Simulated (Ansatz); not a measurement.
CuO:

```xyz
4
Lattice="1.9910 -2.1536 0.0000 1.9910 2.1536 0.0000 0.0000 0.0000 5.1559" Properties=species:S:1:pos:R:3 pbc="T T T"
Cu    0.9955   -1.0768    0.0000
Cu    0.9955    1.0768    2.5780
O     1.9910    0.0000    1.2890
O     1.9910    0.0000    3.8669
```

Measurements of this composition are mostly on another form, of space group No. 15.

Base run:

| Quantity | Value |
| --- | --- |
| Program | Ansatz 0.2.0 |
| Functional | PBEsol |
| Potentials or basis | all-electron LAPW, scalar-relativistic |
| Cutoff | 406 eV |
| Density cutoff | 1622 eV |
| Basis error allowed | 0.002 eV/atom |
| k mesh | 9 × 9 × 5 |
| Occupations | fermi-dirac, width 0.05 eV |
| Spin | no spin polarisation |
| Hubbard terms | Cu d U = 2 eV |

Its results: band gap on the k mesh none (metal or under the smearing width); pressure -5.1 GPa.

**Question.** The run is repeated on the same cell with these changes: hubbard terms from Cu d U = 2 eV to Cu d U = 6 eV. What comes out?

**Answer.** Band gap on the k mesh none (metal or under the smearing width); pressure -2.7 GPa.

Caveats: U is the effective U less J, on atomic orbitals that reach past the spheres; the run has no spin polarisation, though such a crystal can be magnetic; U without spin polarisation on a metal has little footing.

Not every run made on this cell is shown here.
